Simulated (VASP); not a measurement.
# AlN in VASP: how settings move the r2SCAN single point

Aim: see what changed inputs do to the r2SCAN single point of AlN built on the rocksalt prototype. This is a trial cell built on a prototype, not taken from a measured structure, and it needn't be the compound's ground state.

Code: VASP 6.6.1. PAW datasets, plane waves. No spin polarisation. The prototype was imposed, so other structures may be more stable.

**1. The structure to begin with**

The cell comes from an earlier relaxation with r2SCAN in another program.

The symmetry is Fm-3m (No. 225, cubic); a = 4.038 Å in the conventional setting, 8.23 Å³ an atom. Al has 6 N at 2.02 Å; N has 6 Al at 2.02 Å.

Coordinates:

```
CELL_PARAMETERS angstrom
0.00000 2.01887 2.01887
2.01887 0.00000 2.01887
2.01887 2.01887 0.00000
ATOMIC_POSITIONS crystal
Al 0.00000 0.00000 0.00000
N 0.50000 0.50000 0.50000
```

**2. The reference run**

Input file INCAR:

```
ENCUT = 520.000000
SIGMA = 0.010000
EDIFF = 1.00e-07
ALGO = Normal
METAGGA = R2SCAN
PREC = Accurate
IBRION = -1
ISIF = 2
ISMEAR = 0
NBANDS = 11
NELM = 120
NSW = 0
LASPH = .TRUE.
LCHARG = .TRUE.
LELF = .TRUE.
LWAVE = .FALSE.
LREAL = .FALSE.
```

Input file KPOINTS:

```
KPOINTS created by Atomic Simulation Environment
0
Gamma
10 10 10
0 0 0
```

Input file POSCAR:

```
Al N
 1.0000000000000000
     0.0000000000000000    2.0188684454136765    2.0188684454136765
     2.0188684454136765    0.0000000000000000    2.0188684454136765
     2.0188684454136765    2.0188684454136765    0.0000000000000000
 Al  N
   1   1
Cartesian
 -0.0000000000000000 -0.0000000000000000  0.0000000000000000
  2.0188684454136760  2.0188684454136760  2.0188684454136760
```

A file KPOINTS_OPT adds named points for the levels; it doesn't enter the self-consistent loop.

Potentials: the recommended PBE PAW datasets, 8 valence electrons.

On the command line:

```sh
$ mpirun -np 1 vasp_std
```

The closing lines of the self-consistent loop in OSZICAR:

```text
DAV:  12    -0.188969265538E+02   -0.14490E-06   -0.22262E-06  1139   0.125E-02    0.252E-03
DAV:  13    -0.188969263543E+02    0.19947E-06   -0.50600E-07  1190   0.414E-03    0.123E-03
DAV:  14    -0.188969263118E+02    0.42551E-07   -0.36982E-08   586   0.145E-03
   1 F= -.18896926E+02 E0= -.18896926E+02  d E =-.362581E-42
```

It took 26 s on 1 MPI rank of Intel Xeon Platinum 8488C, shared host; peak memory 0.14 GiB.

Values of the reference: energy (σ→0) -18.8969 eV, pressure -0.81 GPa, gap on the mesh 5.53 eV.

**3. Try 1**

Changes to INCAR since step 2:

```diff
@@ -10,8 +10,8 @@
 NBANDS = 11
-NELM = 120
 NSW = 0
 LASPH = .TRUE.
-LCHARG = .TRUE.
-LELF = .TRUE.
+LCHARG = .FALSE.
 LWAVE = .FALSE.
 LREAL = .FALSE.
+ISYM = -1
+NELM = 68
```

Input file KPOINTS:

```
KPOINTS created by Atomic Simulation Environment
0
Gamma
3 3 3
0 0 0
```

POSCAR is that of step 2.

On the command line:

```sh
$ mpirun -np 1 vasp_std
```

Standard output, without the iteration lines:

```text
POSCAR found type information on POSCAR AlN
 POSCAR found :  2 types and       2 ions
 -----------------------------------------------------------------------------
|                                                                             |
|                                                                             |
|     You enforced a specific xc type in the INCAR file but a different       |
|     I HOPE YOU KNOW WHAT YOU ARE DOING!                                     |
|                                                                             |
 -----------------------------------------------------------------------------

 LDA part: xc-table for (None), standard interpolation
 POSCAR, INCAR and KPOINTS ok, starting setup
 FFT: planning ... GRIDC
 FFT: planning ... GRID_SOFT
 FFT: planning ... GRID
 WAVECAR not read
 entering main loop
```

OSZICAR:

```text
N       E                     dE             d eps       ncg     rms          rms(c)
DAV:   1     0.694212092516E+01    0.69421E+01   -0.42861E+03   626   0.655E+02
DAV:   2    -0.215226350869E+02   -0.28465E+02   -0.27104E+02   703   0.148E+02
DAV:   3    -0.223457005826E+02   -0.82307E+00   -0.82209E+00   698   0.236E+01
DAV:   4    -0.223492784963E+02   -0.35779E-02   -0.35778E-02   669   0.165E+00
DAV:   5    -0.223493127679E+02   -0.34272E-04   -0.34271E-04   675   0.153E-01    0.818E+00
DAV:   6    -0.184512123281E+02    0.38981E+01   -0.59151E+00   636   0.130E+01    0.357E+00
DAV:   7    -0.185108728930E+02   -0.59661E-01   -0.47761E-01   633   0.468E+00    0.210E+00
DAV:   8    -0.185319511708E+02   -0.21078E-01   -0.35513E-02   597   0.147E+00    0.296E-01
DAV:   9    -0.185316525063E+02    0.29866E-03   -0.14390E-03   702   0.249E-01    0.105E-01
DAV:  10    -0.185317393770E+02   -0.86871E-04   -0.15243E-04   627   0.101E-01    0.559E-02
DAV:  11    -0.185317496965E+02   -0.10320E-04   -0.47254E-05   696   0.393E-02    0.689E-03
DAV:  12    -0.185317502821E+02   -0.58556E-06   -0.13294E-06   666   0.980E-03    0.448E-03
DAV:  13    -0.185317488167E+02    0.14654E-05   -0.87988E-08   457   0.203E-03    0.196E-03
DAV:  14    -0.185317482890E+02    0.52763E-06   -0.48122E-08   297   0.148E-03    0.774E-04
DAV:  15    -0.185317482296E+02    0.59434E-07   -0.24990E-09   297   0.573E-04
   1 F= -.18531748E+02 E0= -.18531748E+02  d E =-.305160E-81
```

Parts of OUTCAR:

```text
k-points           NKPTS =     27   k-points in BZ     NKDIM =     27   number of bands    NBANDS=     11

   NELECT =       8.0000    total number of electrons

   dimension x,y,z NGX =    24 NGY =   24 NGZ =   24
   dimension x,y,z NGXF=    48 NGYF=   48 NGZF=   48

  energy-cutoff  :      520.00
  volume of cell :       16.46
      direct lattice vectors                 reciprocal lattice vectors
     0.000000000  2.018868445  2.018868445    -0.247663488  0.247663488  0.247663488
     2.018868445  0.000000000  2.018868445     0.247663488 -0.247663488  0.247663488
     2.018868445  2.018868445  0.000000000     0.247663488  0.247663488 -0.247663488

 k-points in reciprocal lattice and weights: KPOINTS created by Atomic Simulation Env
   0.00000000  0.00000000  0.00000000       0.037
   0.33333333  0.00000000  0.00000000       0.037
  -0.33333333  0.00000000  0.00000000       0.037
   0.00000000  0.33333333  0.00000000       0.037
   0.33333333  0.33333333  0.00000000       0.037
  -0.33333333  0.33333333  0.00000000       0.037
   0.00000000 -0.33333333  0.00000000       0.037
   0.33333333 -0.33333333  0.00000000       0.037
[... 19 more k-points ...]

 E-fermi :  10.1256

 k-point     1 :       0.0000    0.0000    0.0000
  band No.  band energies     occupation
      1      -8.4901      2.00000
      2       9.9913      2.00000
      3       9.9913      2.00000
      4       9.9913      2.00000
      5      16.5368      0.00000
      6      22.7742      0.00000
      7      22.7742      0.00000
      8      22.7742      0.00000
      9      28.4424      0.00000
     10      28.4424      0.00000
     11      28.5722      0.00000

 k-point     2 :       0.3333    0.0000    0.0000
  band No.  band energies     occupation
      1      -6.3906      2.00000
      2       3.5655      2.00000
      3       9.0707      2.00000
      4       9.0707      2.00000
      5      17.2605      0.00000
      6      22.4194      0.00000
      7      22.4194      0.00000
      8      23.3361      0.00000
      9      27.8362      0.00000
     10      28.8163      0.00000
     11      28.8163      0.00000

 k-point     3 :      -0.3333    0.0000    0.0000
  band No.  band energies     occupation
      1      -6.3906      2.00000
      2       3.5655      2.00000
      3       9.0707      2.00000
      4       9.0707      2.00000
      5      17.2605      0.00000
      6      22.4194      0.00000
      7      22.4194      0.00000
      8      23.3361      0.00000
      9      27.8362      0.00000
     10      28.8163      0.00000
     11      28.8163      0.00000

 k-point     4 :       0.0000    0.3333    0.0000
  band No.  band energies     occupation
      1      -6.3906      2.00000
      2       3.5655      2.00000
      3       9.0707      2.00000
      4       9.0707      2.00000
      5      17.2605      0.00000
      6      22.4194      0.00000
      7      22.4194      0.00000
      8      23.3361      0.00000
      9      27.8362      0.00000
     10      28.8163      0.00000
     11      28.8163      0.00000

[... the tables of k-points 5 to 27 left out ...]

  Total        0.0566782      0.0566781      0.0566784     -0.0000008     -0.0000008     -0.0000008
  in kB        5.5178811      5.5178763      5.5179061     -0.0000817     -0.0000800     -0.0000780
  external PRESSURE =       5.5178878 kB  Pullay stress =       0.0000000 kB

 POSITION                                       TOTAL-FORCE (eV/Angst)
 -----------------------------------------------------------------------------------
      0.00000      0.00000      0.00000         0.000000     -0.000000      0.000000
      2.01887      2.01887      2.01887        -0.000000      0.000000     -0.000000
 -----------------------------------------------------------------------------------
    total drift:                               -0.000000      0.000000     -0.000000

  FREE ENERGIE OF THE ION-ELECTRON SYSTEM (eV)
  ---------------------------------------------------
  free  energy   TOTEN  =       -18.5317482296 eV

  energy  without entropy=      -18.5317482296  energy(sigma->0) =      -18.53174823
```

It took 14 s on 1 MPI rank of Intel Xeon Platinum 8488C, shared host; peak memory 0.14 GiB.

Changed: ISYM = -1, NELM = 68, mesh 3×3×3. VASP runs to the end. Against the reference the energy moves by +182.6 meV/atom; the pressure goes from -0.8 to 0.6 GPa, the gap on the mesh goes from 5.53 to 6.55 eV. These settings are too coarse to quote the result as the crystal's.

**4. Try 2**

Input file INCAR:

```
ENCUT = 520.000000
EDIFF = 1.00e-07
ALGO = Normal
METAGGA = R2SCAN
PREC = Accurate
IBRION = -1
ISIF = 2
NBANDS = 11
NSW = 0
LASPH = .TRUE.
LCHARG = .FALSE.
LWAVE = .FALSE.
LREAL = .FALSE.
ISMEAR = -1
SIGMA = 0.005
ISYM = -1
NELM = 57
```

Input file KPOINTS:

```
KPOINTS created by Atomic Simulation Environment
0
Gamma
3 3 3
0 0 0
```

POSCAR is that of step 2.

On the command line:

```sh
$ mpirun -np 1 vasp_std
```

Printed to the terminal (iteration lines stand in OSZICAR):

```text
POSCAR found type information on POSCAR AlN
 POSCAR found :  2 types and       2 ions
 -----------------------------------------------------------------------------
|                                                                             |
|                                                                             |
|     You enforced a specific xc type in the INCAR file but a different       |
|     I HOPE YOU KNOW WHAT YOU ARE DOING!                                     |
|                                                                             |
 -----------------------------------------------------------------------------

 LDA part: xc-table for (None), standard interpolation
 POSCAR, INCAR and KPOINTS ok, starting setup
 FFT: planning ... GRIDC
 FFT: planning ... GRID_SOFT
 FFT: planning ... GRID
 WAVECAR not read
 entering main loop
```

OSZICAR:

```text
N       E                     dE             d eps       ncg     rms          rms(c)
DAV:   1     0.694212092622E+01    0.69421E+01   -0.42861E+03   626   0.655E+02
DAV:   2    -0.215226350869E+02   -0.28465E+02   -0.27104E+02   703   0.148E+02
DAV:   3    -0.223457005826E+02   -0.82307E+00   -0.82209E+00   698   0.236E+01
DAV:   4    -0.223492784963E+02   -0.35779E-02   -0.35778E-02   669   0.165E+00
DAV:   5    -0.223493127679E+02   -0.34272E-04   -0.34271E-04   675   0.153E-01    0.818E+00
DAV:   6    -0.184512123281E+02    0.38981E+01   -0.59151E+00   636   0.130E+01    0.357E+00
DAV:   7    -0.185108728930E+02   -0.59661E-01   -0.47761E-01   633   0.468E+00    0.210E+00
DAV:   8    -0.185319511708E+02   -0.21078E-01   -0.35513E-02   597   0.147E+00    0.296E-01
DAV:   9    -0.185316525063E+02    0.29866E-03   -0.14390E-03   702   0.249E-01    0.105E-01
DAV:  10    -0.185317393771E+02   -0.86871E-04   -0.15243E-04   627   0.101E-01    0.559E-02
DAV:  11    -0.185317496965E+02   -0.10319E-04   -0.47254E-05   696   0.393E-02    0.689E-03
DAV:  12    -0.185317502821E+02   -0.58559E-06   -0.13294E-06   666   0.980E-03    0.448E-03
DAV:  13    -0.185317488167E+02    0.14654E-05   -0.87989E-08   457   0.203E-03    0.196E-03
DAV:  14    -0.185317482891E+02    0.52763E-06   -0.48123E-08   297   0.148E-03    0.774E-04
DAV:  15    -0.185317482296E+02    0.59474E-07   -0.24989E-09   297   0.573E-04
   1 F= -.18531748E+02 E0= -.18531748E+02  d E =-.671349E-13
```

From OUTCAR:

```text
k-points           NKPTS =     27   k-points in BZ     NKDIM =     27   number of bands    NBANDS=     11

   NELECT =       8.0000    total number of electrons

   dimension x,y,z NGX =    24 NGY =   24 NGZ =   24
   dimension x,y,z NGXF=    48 NGYF=   48 NGZF=   48

  energy-cutoff  :      520.00
  volume of cell :       16.46
      direct lattice vectors                 reciprocal lattice vectors
     0.000000000  2.018868445  2.018868445    -0.247663488  0.247663488  0.247663488
     2.018868445  0.000000000  2.018868445     0.247663488 -0.247663488  0.247663488
     2.018868445  2.018868445  0.000000000     0.247663488  0.247663488 -0.247663488

 k-points in reciprocal lattice and weights: KPOINTS created by Atomic Simulation Env
   0.00000000  0.00000000  0.00000000       0.037
   0.33333333  0.00000000  0.00000000       0.037
  -0.33333333  0.00000000  0.00000000       0.037
   0.00000000  0.33333333  0.00000000       0.037
   0.33333333  0.33333333  0.00000000       0.037
  -0.33333333  0.33333333  0.00000000       0.037
   0.00000000 -0.33333333  0.00000000       0.037
   0.33333333 -0.33333333  0.00000000       0.037
[... 19 more k-points ...]

 E-fermi :  10.1256

 k-point     1 :       0.0000    0.0000    0.0000
  band No.  band energies     occupation
      1      -8.4901      2.00000
      2       9.9913      2.00000
      3       9.9913      2.00000
      4       9.9913      2.00000
      5      16.5368      0.00000
      6      22.7742      0.00000
      7      22.7742      0.00000
      8      22.7742      0.00000
      9      28.4424      0.00000
     10      28.4424      0.00000
     11      28.5722      0.00000

 k-point     2 :       0.3333    0.0000    0.0000
  band No.  band energies     occupation
      1      -6.3906      2.00000
      2       3.5655      2.00000
      3       9.0707      2.00000
      4       9.0707      2.00000
      5      17.2605      0.00000
      6      22.4194      0.00000
      7      22.4194      0.00000
      8      23.3361      0.00000
      9      27.8362      0.00000
     10      28.8163      0.00000
     11      28.8163      0.00000

 k-point     3 :      -0.3333    0.0000    0.0000
  band No.  band energies     occupation
      1      -6.3906      2.00000
      2       3.5655      2.00000
      3       9.0707      2.00000
      4       9.0707      2.00000
      5      17.2605      0.00000
      6      22.4194      0.00000
      7      22.4194      0.00000
      8      23.3361      0.00000
      9      27.8362      0.00000
     10      28.8163      0.00000
     11      28.8163      0.00000

 k-point     4 :       0.0000    0.3333    0.0000
  band No.  band energies     occupation
      1      -6.3906      2.00000
      2       3.5655      2.00000
      3       9.0707      2.00000
      4       9.0707      2.00000
      5      17.2605      0.00000
      6      22.4194      0.00000
      7      22.4194      0.00000
      8      23.3361      0.00000
      9      27.8362      0.00000
     10      28.8163      0.00000
     11      28.8163      0.00000

[... the tables of k-points 5 to 27 left out ...]

  Total        0.0566782      0.0566781      0.0566784     -0.0000008     -0.0000008     -0.0000008
  in kB        5.5178808      5.5178763      5.5179063     -0.0000817     -0.0000801     -0.0000779
  external PRESSURE =       5.5178878 kB  Pullay stress =       0.0000000 kB

 POSITION                                       TOTAL-FORCE (eV/Angst)
 -----------------------------------------------------------------------------------
      0.00000      0.00000      0.00000         0.000000     -0.000000      0.000000
      2.01887      2.01887      2.01887        -0.000000      0.000000     -0.000000
 -----------------------------------------------------------------------------------
    total drift:                               -0.000000      0.000000     -0.000000

  FREE ENERGIE OF THE ION-ELECTRON SYSTEM (eV)
  ---------------------------------------------------
  free  energy   TOTEN  =       -18.5317482296 eV

  energy  without entropy=      -18.5317482296  energy(sigma->0) =      -18.53174823
```

Wall time 16 s (1 MPI rank of Intel Xeon Platinum 8488C, shared host); peak memory 0.13 GiB.

Changed: ISMEAR = -1, SIGMA = 0.005, ISYM = -1, NELM = 57, mesh 3×3×3. VASP runs to the end. Against the reference the energy moves by +182.6 meV/atom; the pressure goes from -0.8 to 0.6 GPa, the gap on the mesh goes from 5.53 to 6.55 eV. These settings are too coarse to quote the result as the crystal's.

**5. Comparison**

| run | changed | ending | energy change (meV/atom) | pressure (GPa) | gap on the mesh (eV; negative: overlap) | electronic steps | time | usable |
| --- | --- | --- | --- | --- | --- | --- | --- | --- |
| ref. | – | converged | 0 | -0.8 | 5.53 | 14 | 26 s | yes |
| 1 | ISYM = -1, NELM = 68, mesh 3×3×3 | converged | 182.6 | 0.6 | 6.55 | 15 | 14 s | no |
| 2 | ISMEAR = -1, SIGMA = 0.005, ISYM = -1, NELM = 57, mesh 3×3×3 | converged | 182.6 | 0.6 | 6.55 | 15 | 16 s | no |

What this shows: Of 2 altered inputs, 2 ended normally on a faulty or unsound input.
